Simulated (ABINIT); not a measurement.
# Pt (Fm-3m) in ABINIT: settings compared

Aim: see how the results for Pt move with the level of theory and the settings. Levels: LDA, BP86+D3. Tasks: equation of state.

Everything below comes from runs of ABINIT 10.8.3 (patched build). Logs are shortened: lines on timing, memory, paths and dates and some standing lists are left out, and cuts for length are marked. The log counts tension as positive stress, the text compression.

## (1) Starting point

It takes space group Fm-3m (No. 225, cubic). The conventional cell has a = 3.922 Å, b = 3.922 Å, c = 3.922 Å, α = 90.00°, β = 90.00°, γ = 90.00°. Pt (site symmetry m-3m) has 12 Pt at 2.77 Å as nearest neighbours.

## (2) Equation of state, LDA

Contents of run.abi:

```
ndtset 7
getwfk -1
scalecart1 3*0.9795861087
scalecart2 3*0.9864848297
scalecart3 3*0.9932883884
scalecart4 3*1.0000000000
scalecart5 3*1.0066227096
scalecart6 3*1.0131594038
scalecart7 3*1.0196128224

pp_dirpath "./"
pseudos "Pt.LDA_PW-JTH.xml"

acell 5.2404588053 5.2404588053 5.2404588053
rprim
     0.0000000000     0.7071067812     0.7071067812
     0.7071067812     0.0000000000     0.7071067812
     0.7071067812     0.7071067812     0.0000000000
ntypat 1
znucl 78
natom 1
typat 1
xred
     0.0000000000     0.0000000000     0.0000000000

ecut 20.0
pawecutdg 40.0

kptopt 1
ngkpt 12 12 12
nshiftk 1
shiftk 0.0 0.0 0.0

ixc 7

nband 9
occopt 3
tsmear 0.05 eV

nstep 100
tolvrs 1.0e-9

iomode 3
prtwf 1
prtden 0
prteig 0
prtebands 0
```

Potentials or basis: JTH PAW LDA v2.0.

Launch:

```sh
$ abinit run.abi > log 2>&1
```

run.abo:

```text
.Version 10.8.3 of ABINIT
 DATASET    1 : space group Fm -3 m (#225); Bravais cF (face-center cubic)
================================================================================
 Values of the parameters that define the memory need for DATASET  1.
     intxc =       0    ionmov =       0      iscf =      17    lmnmax =      18
     lnmax =       6     mgfft =      24  mpssoang =       3    mqgrid =    3001
     natom =       1  nloc_mem =       2    nspden =       1   nspinor =       1
    nsppol =       1      nsym =      48    n1xccc =       1    ntypat =       1
    occopt =       3   xclevel =       1
       mpw =         424          nfft =       13824          nkpt =          72
 PAW method is used; the additional fine FFT grid is defined by:
   mgfftf=        30    nfftf =     27000
================================================================================
================================================================================

 DATASET    2 : space group Fm -3 m (#225); Bravais cF (face-center cubic)
================================================================================
 Values of the parameters that define the memory need for DATASET  2.
     intxc =       0    ionmov =       0      iscf =      17    lmnmax =      18
     lnmax =       6     mgfft =      24  mpssoang =       3    mqgrid =    3001
     natom =       1  nloc_mem =       2    nspden =       1   nspinor =       1
    nsppol =       1      nsym =      48    n1xccc =       1    ntypat =       1
    occopt =       3   xclevel =       1
       mpw =         432          nfft =       13824          nkpt =          72
 PAW method is used; the additional fine FFT grid is defined by:
   mgfftf=        30    nfftf =     27000
================================================================================
================================================================================
[... 57 lines left out ...]
 DATASET    7 : space group Fm -3 m (#225); Bravais cF (face-center cubic)
================================================================================
 Values of the parameters that define the memory need for DATASET  7.
     intxc =       0    ionmov =       0      iscf =      17    lmnmax =      18
     lnmax =       6     mgfft =      24  mpssoang =       3    mqgrid =    3001
     natom =       1  nloc_mem =       2    nspden =       1   nspinor =       1
    nsppol =       1      nsym =      48    n1xccc =       1    ntypat =       1
    occopt =       3   xclevel =       1
       mpw =         477          nfft =       13824          nkpt =          72
 PAW method is used; the additional fine FFT grid is defined by:
   mgfftf=        32    nfftf =     32768
================================================================================
================================================================================

--------------------------------------------------------------------------------
------------- Echo of variables that govern the present computation ------------
--------------------------------------------------------------------------------
 -outvars: echo values of preprocessed input variables --------
            acell      5.2404588053E+00  5.2404588053E+00  5.2404588053E+00 Bohr
              amu      1.95080000E+02
             ecut      2.00000000E+01 Hartree
           getwfk          -1
                       outvar_i_n : Printing only first  50 k-points.
              ixc           7
           jdtset        1    2    3    4    5    6    7
                       outvar_i_n : Printing only first  50 k-points.
         kptrlatt       12    0    0      0   12    0      0    0   12
          kptrlen1     6.16017678E+01
          kptrlen2     6.20355973E+01
          kptrlen3     6.24634426E+01
          kptrlen4     6.28855057E+01
          kptrlen5     6.33019781E+01
          kptrlen6     6.37130414E+01
          kptrlen7     6.41188679E+01
            natom           1
            nband           9
           ndtset           7
            ngfft          24      24      24
          ngfftdg1         30      30      30
          ngfftdg2         30      30      30
          ngfftdg3         30      30      30
          ngfftdg4         30      30      30
          ngfftdg5         32      32      32
          ngfftdg6         32      32      32
          ngfftdg7         32      32      32
             nkpt          72
            nstep         100
             nsym          48
           ntypat           1
                       prtocc : prtvol=0, do not print more k-points.
           occopt           3
        pawecutdg      4.00000000E+01 Hartree
           prtden           0
        prtebands           0
           prteig           0
            rprim1     0.0000000000E+00  6.9267198023E-01  6.9267198023E-01
                       6.9267198023E-01  0.0000000000E+00  6.9267198023E-01
                       6.9267198023E-01  6.9267198023E-01  0.0000000000E+00
            rprim2     0.0000000000E+00  6.9755011263E-01  6.9755011263E-01
                       6.9755011263E-01  0.0000000000E+00  6.9755011263E-01
                       6.9755011263E-01  6.9755011263E-01  0.0000000000E+00
            rprim3     0.0000000000E+00  7.0236095512E-01  7.0236095512E-01
                       7.0236095512E-01  0.0000000000E+00  7.0236095512E-01
                       7.0236095512E-01  7.0236095512E-01  0.0000000000E+00
            rprim4     0.0000000000E+00  7.0710678120E-01  7.0710678120E-01
                       7.0710678120E-01  0.0000000000E+00  7.0710678120E-01
                       7.0710678120E-01  7.0710678120E-01  0.0000000000E+00
            rprim5     0.0000000000E+00  7.1178974407E-01  7.1178974407E-01
                       7.1178974407E-01  0.0000000000E+00  7.1178974407E-01
                       7.1178974407E-01  7.1178974407E-01  0.0000000000E+00
            rprim6     0.0000000000E+00  7.1641188486E-01  7.1641188486E-01
                       7.1641188486E-01  0.0000000000E+00  7.1641188486E-01
                       7.1641188486E-01  7.1641188486E-01  0.0000000000E+00
            rprim7     0.0000000000E+00  7.2097514092E-01  7.2097514092E-01
                       7.2097514092E-01  0.0000000000E+00  7.2097514092E-01
                       7.2097514092E-01  7.2097514092E-01  0.0000000000E+00
          spgroup         225
           tolvrs      1.00000000E-09
           tsmear      1.83746611E-03 Hartree
            typat      1
           useylm           1
                       outvars : Printing only first  50 k-points.
            znucl       78.00000

================================================================================

 chkinp: Checking input parameters for consistency, jdtset=   1.

 chkinp: Checking input parameters for consistency, jdtset=   2.

 chkinp: Checking input parameters for consistency, jdtset=   3.

 chkinp: Checking input parameters for consistency, jdtset=   4.

 chkinp: Checking input parameters for consistency, jdtset=   5.

 chkinp: Checking input parameters for consistency, jdtset=   6.

 chkinp: Checking input parameters for consistency, jdtset=   7.

================================================================================
== DATASET  1 ==================================================================
[... 22 lines left out ...]
 getcut: wavevector=  0.0000  0.0000  0.0000  ngfft=  24  24  24
         ecut(hartree)=     20.000   => boxcut(ratio)=   2.32230

 getcut : COMMENT -
  Note that boxcut > 2.2 ; recall that boxcut=Gcut(box)/Gcut(sphere) = 2
  is sufficient for exact treatment of convolution.
  Such a large boxcut is a waste : you could raise ecut
  e.g. ecut=   26.965494 Hartrees makes boxcut=2

 Fine grid specifications (used for densities):

 getcut: wavevector=  0.0000  0.0000  0.0000  ngfft=  30  30  30
         ecut(hartree)=     40.000   => boxcut(ratio)=   2.05493

--- Pseudopotential description ------------------------------------------------
- pspini: atom type   1  psp file is ./Pt.LDA_PW-JTH.xml
 Pseudopotential format is: paw10
 basis_size (lnmax)=  6 (lmn_size= 18), orbitals=   0   0   1   1   2   2
 Spheres core radius: rc_sph= 2.51621648
 Shapefunction is SIN type: shapef(r)=[sin(pi*r/rshp)/(pi*r/rshp)]**2
 Radius for shape functions =  2.25451594
 Compensation charge density is not taken into account in XC energy/potential

   3.06778918E+02                                ecore*ucvol(ha*bohr**3)
--------------------------------------------------------------------------------

[... 7 lines left out ...]

     iter   Etot(hartree)      deltaE(h)  residm     nres2
 ETOT  1  -27.057100942243    -2.706E+01 4.695E-01 1.025E+01
 ETOT  2  -27.215894770191    -1.588E-01 5.975E-02 5.212E+00
 ETOT  3  -27.188790761728     2.710E-02 4.099E-02 7.252E-01
 ETOT  4  -27.189442753077    -6.520E-04 1.071E-02 4.426E-01
 ETOT  5  -27.188156566855     1.286E-03 7.079E-03 8.225E-02
 ETOT  6  -27.188284095384    -1.275E-04 2.744E-03 8.506E-02
 ETOT  7  -27.188228483818     5.561E-05 3.855E-03 5.589E-02
 ETOT  8  -27.188272964293    -4.448E-05 2.432E-03 3.982E-02
 ETOT  9  -27.188248803983     2.416E-05 1.962E-03 3.195E-02
 ETOT 10  -27.188175449576     7.335E-05 9.521E-04 4.969E-03
[... 1225 lines left out ...]
--- !EnergyTermsWithPAWCore
iteration_state     : {dtset: 7, }
comment             : 'Components of total free energy, including PAW core contributions'
Total energy        : -1.84035116934362E+04
Total energy DC     : -1.84035116819299E+04
Total energy (eV)   : -5.00785064972520E+05
Total energy DC (eV): -5.00785064659419E+05
...

 Cartesian components of stress tensor (hartree/bohr^3)
  sigma(1 1)=  6.63458702E-04  sigma(3 2)=  0.00000000E+00
  sigma(2 2)=  6.63458702E-04  sigma(3 1)=  0.00000000E+00
  sigma(3 3)=  6.63458702E-04  sigma(2 1)=  0.00000000E+00

-Cartesian components of stress tensor (GPa)         [Pressure= -1.9520E+01 GPa]
- sigma(1 1)=  1.95196289E+01  sigma(3 2)=  0.00000000E+00
- sigma(2 2)=  1.95196289E+01  sigma(3 1)=  0.00000000E+00
- sigma(3 3)=  1.95196289E+01  sigma(2 1)=  0.00000000E+00

== END DATASET(S) ==============================================================
================================================================================

 -outvars: echo values of variables after computation  --------
            acell      5.2404588053E+00  5.2404588053E+00  5.2404588053E+00 Bohr
           etotal1    -2.7188169810E+01
           etotal2    -2.7188930320E+01
           etotal3    -2.7189189017E+01
           etotal4    -2.7189011507E+01
           etotal5    -2.7188447436E+01
           etotal6    -2.7187541996E+01
           etotal7    -2.7186341527E+01
            fcart1    -0.0000000000E+00 -0.0000000000E+00 -0.0000000000E+00
            fcart2    -0.0000000000E+00 -0.0000000000E+00 -0.0000000000E+00
            fcart3    -0.0000000000E+00 -0.0000000000E+00 -0.0000000000E+00
            fcart4    -0.0000000000E+00 -0.0000000000E+00 -0.0000000000E+00
            fcart5    -0.0000000000E+00 -0.0000000000E+00 -0.0000000000E+00
            fcart6    -0.0000000000E+00 -0.0000000000E+00 -0.0000000000E+00
            fcart7    -0.0000000000E+00 -0.0000000000E+00 -0.0000000000E+00
            rprim1     0.0000000000E+00  6.9267198023E-01  6.9267198023E-01
                       6.9267198023E-01  0.0000000000E+00  6.9267198023E-01
                       6.9267198023E-01  6.9267198023E-01  0.0000000000E+00
            rprim2     0.0000000000E+00  6.9755011263E-01  6.9755011263E-01
                       6.9755011263E-01  0.0000000000E+00  6.9755011263E-01
                       6.9755011263E-01  6.9755011263E-01  0.0000000000E+00
            rprim3     0.0000000000E+00  7.0236095512E-01  7.0236095512E-01
                       7.0236095512E-01  0.0000000000E+00  7.0236095512E-01
                       7.0236095512E-01  7.0236095512E-01  0.0000000000E+00
            rprim4     0.0000000000E+00  7.0710678120E-01  7.0710678120E-01
                       7.0710678120E-01  0.0000000000E+00  7.0710678120E-01
                       7.0710678120E-01  7.0710678120E-01  0.0000000000E+00
            rprim5     0.0000000000E+00  7.1178974407E-01  7.1178974407E-01
                       7.1178974407E-01  0.0000000000E+00  7.1178974407E-01
                       7.1178974407E-01  7.1178974407E-01  0.0000000000E+00
            rprim6     0.0000000000E+00  7.1641188486E-01  7.1641188486E-01
                       7.1641188486E-01  0.0000000000E+00  7.1641188486E-01
                       7.1641188486E-01  7.1641188486E-01  0.0000000000E+00
            rprim7     0.0000000000E+00  7.2097514092E-01  7.2097514092E-01
                       7.2097514092E-01  0.0000000000E+00  7.2097514092E-01
                       7.2097514092E-01  7.2097514092E-01  0.0000000000E+00
           strten1    -4.9573948309E-04 -4.9573948309E-04 -4.9573948309E-04
                       0.0000000000E+00  0.0000000000E+00  0.0000000000E+00
           strten2    -2.3459706408E-04 -2.3459706408E-04 -2.3459706408E-04
                       0.0000000000E+00  0.0000000000E+00  0.0000000000E+00
           strten3    -5.9172026977E-06 -5.9172026977E-06 -5.9172026977E-06
                       0.0000000000E+00  0.0000000000E+00  0.0000000000E+00
           strten4     1.9507650731E-04  1.9507650731E-04  1.9507650731E-04
                       0.0000000000E+00  0.0000000000E+00  0.0000000000E+00
           strten5     3.7349132013E-04  3.7349132013E-04  3.7349132013E-04
                       0.0000000000E+00  0.0000000000E+00  0.0000000000E+00
           strten6     5.2755204163E-04  5.2755204163E-04  5.2755204163E-04
                       0.0000000000E+00  0.0000000000E+00  0.0000000000E+00
           strten7     6.6345870188E-04  6.6345870188E-04  6.6345870188E-04
                       0.0000000000E+00  0.0000000000E+00  0.0000000000E+00
 Calculation completed.
```

Wall time 80 s (1 thread of Arm Neoverse V1, shared host); peak memory 0.12 GiB.

What came out:

* Equilibrium volume: 14.80 Å³/atom
* Bulk modulus: 308 GPa
* Pressure derivative of the bulk modulus: 5.3

Energy against volume, from the lowest point:
```
volume (Å³/atom)  energy (meV/atom)
          14.175              27.73
          14.477               7.04
          14.778               0.00
          15.080               4.83
          15.381              20.18
          15.683              44.82
          15.985              77.48
```

Caveat: pressures at fixed basis lie under the slope of the energies.

(Continued in part 2 of 2.)
